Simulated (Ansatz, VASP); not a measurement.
Two plane-wave programs on ZnS

```
CELL_PARAMETERS angstrom
3.82121 0.00000 0.00000
1.91060 3.30926 0.00000
1.91060 1.10309 3.12000
ATOMIC_POSITIONS crystal
Zn 0.75000 0.75000 0.75000
S 0.00000 0.00000 0.00000
```

Alike in both runs: task single point; functional RPBE; k mesh 9 × 9 × 9; occupations gaussian, width 0.05 eV; no spin polarisation.

|  | VASP | Ansatz |
| --- | --- | --- |
| version | VASP 6.6.1 | Ansatz 0.2.0 |
| potentials or method | VASP PAW PBE potentials, release 64 (Zn, S) | Ansatz PAW |
| plane-wave cutoff (eV) | 520 | 420 |
| valence electrons in the cell | 18 | 18 |

```tsv
	VASP	Ansatz	Ansatz less VASP
gap on the k mesh at the Fermi level (eV)	2.28	2.28	-0.001
least direct gap on the mesh (eV)	2.28	2.28	-0.001
pressure (GPa)	4.3	4.2	-0.14
```

Caveats: the PAW data sets were made with another functional, which shifts forces and pressure a little (VASP); odd divisions of the mesh miss points on the zone boundary, where band edges often lie, so the gap on the mesh can be too wide (Ansatz); the PAW data sets come from PBE, with cores solved anew for the run's functional, which leaves a small shift of forces and pressure (Ansatz). As with any semilocal functional, this RPBE gap is likely too small.
